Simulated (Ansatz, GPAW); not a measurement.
Given: the input of a run of GPAW 26.7.0 (ASE script) on Ta2N. The cell comes from a database or a generator and needn't be the stable form of this composition.

Contents of run.py:

```python
from ase import Atoms
from ase.dft.bandgap import bandgap
from ase.io import write
from ase.units import Bohr, GPa
from gpaw import GPAW, PW, setup_paths
from gpaw.elf import elf_from_dft_calculation

setup_paths.insert(0, '.')

atoms = Atoms(['Ta', 'Ta', 'N'],
              cell=[[3.112861506, 0.0, 0.0],
                    [-1.556430753, 2.6958171426, 0.0],
                    [0.0, 0.0, 4.869841]],
              scaled_positions=[[0.3333333333, 0.6666666667, 0.254711],
                                [0.6666666667, 0.3333333333, 0.745289],
                                [0.0, 0.0, 0.0]],
              pbc=True)

calc = GPAW(mode=PW(800),
            xc='PBEsol',
            kpts={'size': (10, 10, 6), 'gamma': True},
            occupations={'name': 'methfessel-paxton', 'order': 0, 'width': 0.02},
            nbands=30,
            convergence={'density': 1e-05, 'energy': 1e-05},
            maxiter=150,
            txt='gpaw.txt')
atoms.calc = calc
energy = atoms.get_potential_energy()
forces = atoms.get_forces()
stress = atoms.get_stress()
calc.write('gs.gpw')
write('result.traj', atoms)
print(f'Energy: {energy:.6f} eV')
print('Forces (eV/A):')
print(forces.round(4))
print('Stress (GPa):', (stress / GPa).round(3))
print('Fermi level:', round(calc.get_fermi_level(), 4), 'eV')
print(f'Gap: {bandgap(calc)[0]:.4f} eV, direct: {bandgap(calc, direct=True)[0]:.4f} eV')

# fields on the real-space grid
write('density.cube', atoms, data=calc.get_pseudo_density() * Bohr**3)
write('potential.cube', atoms, data=calc.get_electrostatic_potential())
write('elf.cube', atoms, data=elf_from_dft_calculation(calc).data)
```

Potentials or basis: PAW data sets generated in the run's folder for this functional, pw.

Launch:

```console
$ gpaw-setup -f PBEsol N Ta
$ OMP_NUM_THREADS=1 python run.py
```

Translate it to Ansatz 0.2.0. Potentials or basis there: Ansatz PAW, cutoff 420 eV.

As run (cutoffs and basis follow the program's own potentials, and thresholds, step limits or extra output files can differ):

Contents of input.yaml:

```yaml
crystal:
  lattice:
    - [3.112861506, 0.0, 0.0]
    - [-1.556430753, 2.6958171426, 0.0]
    - [0.0, 0.0, 4.869841]
  atoms:
    - { symbol: Ta, position: [0.3333333333, 0.6666666667, 0.254711] }
    - { symbol: Ta, position: [0.6666666667, 0.3333333333, 0.745289] }
    - { symbol: "N", position: [0.0, 0.0, 0.0] }
hamiltonian:
  xc: pbesol
  pseudopotentials: { kind: paw }
kpoints:
  mp_grid: { grid: [10, 10, 6] }
scf:
  occupations: { method: gaussian, width: 0.02 }
output:
  forces: true
  stress: true
  eigenvalues: true
```

Potentials or basis: Ansatz PAW.

Run with:

```console
$ ansatz run input.yaml --threads 1 --pin off --max-ram 3584MiB --backend cpu --events-out ev --progress --plain --runs-dir out
```

Both were run:

|  | GPAW | Ansatz |
| --- | --- | --- |
| Pressure | -9.0 GPa | -9.2 GPa |
| Largest force | 0.243 eV/Å | 0.275 eV/Å |

Ansatz's pressure holds a Pulay term of +0.29 GPa for its cutoff of 420 eV, which the other run lacks.

Ansatz's potentials were made for PBE.

Where Ansatz's input types no cutoff or centring, it takes its own default and a Γ-centred mesh.

Pressure is positive in compression.
